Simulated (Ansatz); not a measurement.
Runs of Ansatz 0.2.0 on ZnSe. The structure is tetragonal, space group P4/nmm (No. 129). The conventional cell has a = 4.108 Å, b = 4.108 Å, c = 6.070 Å, α = 90.00°, β = 90.00°, γ = 90.00°. Se (site symmetry 4mm) is surrounded by 4 Zn at 2.54 Å. Zn (site symmetry -4m2) has 4 Se at 2.54 Å and 4 Zn at 2.90 Å as nearest neighbours. Measurements of this composition are mostly on another form, of space group No. 216.

```csv
share of exact exchange,gap on the mesh (eV),pressure (GPa),largest force (eV/Å)
0.5,4.01,-1.8,0.65
0.2,2.75,-0.8,0.34
0.25,2.95,(b),0.39
0.15,2.55,-0.7,0.28
0.3,(d),-1.2,0.45
0.4,3.58,-1.5,(c)
0.05,2.15,-0.3,0.16
0.1,2.35,(a),0.22
```

Alike in all rows: task single point; level HSE06 form with a typed share of exact exchange; potentials or basis Ansatz PAW; no spin polarisation; cell as given; k mesh 4 × 4 × 3; cutoff (eV) 420; smearing fermi-dirac 0.05 eV.

Problem. Fill in the values left out.

Solution. (a) -0.5; (b) -1.0; (c) 0.55; (d) 3.16.

Caveats: odd divisions of the mesh miss points on the zone boundary, where band edges often lie, so the gap on the mesh can be too wide; the PAW data sets come from PBE, with cores solved anew for the run's functional, which leaves a small shift of forces and pressure; the thresholds are loose for stress.

A k mesh can miss the band edges, and the runs leave out spin-orbit coupling on Se.
